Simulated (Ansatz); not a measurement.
# Mg2Si: band gap and smallest direct gap on path against volume per atom

Periodic Kohn-Sham DFT of a crystal at fixed atoms; Kohn-Sham levels at symmetry points; band -1 is the highest filled and +1 the lowest empty one at that point, spin up along a +z start moment. The results are calculated, by Ansatz 0.2.0.

Cell of the first row (space group Fm-3m, No. 225):
```
cell vectors (Å)
   0.0000     3.1298     3.1298
   3.1298     0.0000     3.1298
   3.1298     3.1298     0.0000
atoms (fractions of the cell vectors)
Mg  0.25000  0.25000  0.25000
Mg  0.75000  0.75000  0.75000
Si  0.00000  0.00000  0.00000
```

Settings of every row: method all-electron LAPW; functional PBE; relativity scalar; k mesh 9x9x9; filling fermi-dirac; smearing width 0.05 eV; basis error target 0.5 meV/atom; nucleus gaussian.

Atom start moment: 0 on all atoms.

Limits: small gap, it may come from the mesh; semilocal functionals tend to give too small a gap.

```csv
row,volume per atom (Å³),band gap (eV),smallest direct gap on path (eV)
1,20.439,?,?
2,20.873,0.185,2.008
3,21.308,0.209,1.885
4,21.526,0.221,1.825
5,21.743,0.233,1.766
6,21.961,0.244,1.708
7,22.178,0.255,1.651
8,22.613,0.276,1.54
9,23.048,0.296,1.431
```

Question: what band gap and smallest direct gap on path should row 1 give?

Worked fit of band gap. Take t = volume per atom − 22, in Å³. The shown rows have t = -1.127, -0.692, -0.474, -0.257, -0.039, 0.178, 0.613, 1.048. Least squares give band gap = 0.246 + 0.05089 × t − 0.00298 × t² eV; a straight line predicts inner rows, each left out in turn, worse (root mean square 0.0011 against 0.00026 eV). All shown rows lie on it to the printed digit. The withheld row has t = -1.561, so the fit gives 0.246 + 0.05089 × (-1.561) − 0.00298 × (-1.561)² = 0.159 eV.

The calculation gave 0.158 eV. The fit lies 0.001 eV (0.72 % of the column's range) above it, one unit of the last digit. This row lies beyond the range of the fit.

Worked fit of smallest direct gap on path. Take t = volume per atom − 22, in Å³. The shown rows have t = -1.127, -0.692, -0.474, -0.257, -0.039, 0.178, 0.613, 1.048. Least squares give smallest direct gap on path = 1.6977 − 0.26425 × t + 0.00966 × t² eV; a straight line predicts inner rows, each left out in turn, worse (root mean square 0.0035 against 0.00041 eV). The rows lie off it by 0.000, 0.000, 0.000, 0.000, 0.000, 0.000, 0.001, 0.000. The withheld row has t = -1.561, so the fit gives 1.6977 − 0.26425 × (-1.561) + 0.00966 × (-1.561)² = 2.134 eV.

The calculation gave 2.134 eV. The fit meets it to the printed digit. This row lies beyond the range of the fit.
